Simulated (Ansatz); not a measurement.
**AlNi3 in Ansatz: the effect of functional**

AlNi3:

```xyz
4
Lattice="3.5231 0.0000 0.0000 0.0000 3.5231 0.0000 0.0000 0.0000 3.5231" Properties=species:S:1:pos:R:3 pbc="T T T"
Ni    1.7615    1.7615    0.0000
Ni    1.7615    0.0000    1.7615
Ni    0.0000    1.7615    1.7615
Al    0.0000    0.0000    0.0000
```

The cell is a database's computed one.

Alike in all runs:

* Program: Ansatz 0.2.0
* Task: band structure
* Potentials or basis: Ansatz PAW
* k mesh: 4 × 4 × 4
* Occupations: fermi-dirac, width 0.05 eV
* Spin: collinear spin, ferromagnetic start
* Starting moments: [1.0, 1.0, 1.0, 0.0] μB

| functional | cutoff | pressure (GPa) |
| --- | --- | --- |
| LDA | 420 eV (not typed: the program's choice for these potentials) | -7.9 |
| PBEsol | 420 eV (not typed: the program's choice for these potentials) | -1.2 |
| RPBE | 420 eV (not typed: the program's choice for these potentials) | ? |
| revPBE | 420 eV (not typed: the program's choice for these potentials) | 10.4 |
| BLYP | 420 eV (not typed: the program's choice for these potentials) | 14.0 |
| r2SCAN | 500 eV (not typed: the program's choice for these potentials) | 0.2 |

Task: What does the run with functional RPBE give?

Result: Pressure 11.7 GPa.

Caveats: all runs use coarse meshes; the PAW data sets come from PBE, with cores solved anew for the run's functional, which leaves a small shift of forces and pressure; the starting moments weren't kept (some runs); the magnetic or orbital state may not be the lowest (some runs).

Runs at the PBE level aren't shown here.
